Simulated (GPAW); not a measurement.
**Equation of state of Nb under WC**

The structure is cubic, space group Im-3m (No. 229). Conventional cell: a = 3.328 Å, b = 3.328 Å, c = 3.328 Å, α = 90.00°, β = 90.00°, γ = 90.00°. Around Nb (site symmetry m-3m) lie 8 Nb at 2.88 Å.

The cell was scaled at fixed shape and fractions and run with GPAW, PAW data sets generated for this functional, cutoff 600 eV; WC, k mesh 11 × 11 × 11 on the cell of 1 atom, fermi-dirac occupations of 0.05 eV, no spin polarisation, no spin-orbit coupling. Energies are those that the program minimises, any entropy of the smearing included. For a metal such a mesh isn't converged to the digits shown.

```tsv
V (Å³/atom)	energy over the lowest row (meV/atom)
17.3224	2.58
17.6910	0.00
18.0595	5.95
18.4281	?
18.7967	40.65
19.1652	68.09
19.5338	101.44
```

Task: Fit the third-order Birch-Murnaghan form, give V0, B0 and B′, and predict the energy left open.

Result: With y = (V0/V)^(2/3), E = E0 + (9 V0 B0/16) [(y - 1)³ B′ + (y - 1)² (6 - 4y)]. Least squares through the rows shown give V0 = 17.6134 Å³/atom, E0 = -0.20 meV, B0 = 181.2 GPa (1 eV/Å³ = 160.218 GPa) and B′ = 3.39, with a largest miss of 0.03 meV. At V = 18.4281 the form with these constants gives 19.74 meV; the run gave 19.73 meV an atom. Measured volume: 17.98 Å³/atom at 291.15 K (a printed reference work), so the fit lies -2.0 % from it. The runs are for a static lattice.
